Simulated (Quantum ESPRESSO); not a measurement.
Crystal: CO2.

```
O C
1.0
    -1.97473    1.97473    3.01406
     1.97473   -1.97473    3.01406
     1.97473    1.97473   -3.01406
O C
4 2
Direct
  0.87500 0.95980 0.58480
  0.37500 0.29020 0.41520
  0.04020 0.62500 0.91520
  0.70980 0.12500 0.08480
  0.00000 0.00000 0.00000
  0.75000 0.25000 0.50000
```

The cell comes from a database or a generator and needn't be the stable form of this composition.

Base run:

```yaml
Program: Quantum ESPRESSO 7.5
Functional: PBEsol
Potentials_or_basis: GBRV 1.5 PBEsol
Cutoff: 612 eV
Density_cutoff: 4898 eV
k_mesh: 9 × 9 × 9
Occupations: fermi-dirac, width 0.05 eV
Spin: no spin polarisation
```

Its results: band gap on the k mesh 7.58 eV, indirect (least direct gap 8.05 eV); pressure -5.5 GPa; largest force 0.125 eV/Å.

Question: The run is repeated on the same cell with these changes: functional from PBEsol to LDA; potentials or basis from GBRV 1.5 PBEsol to GBRV 1.5 LDA. What comes out?

Answer: Band gap on the k mesh 7.47 eV, indirect (least direct gap 7.94 eV); pressure -12.3 GPa; largest force 0.411 eV/Å.

Caveats: an odd mesh through Γ misses points on the zone boundary, where band edges often lie (some runs).

Not every run made on this cell is shown here.
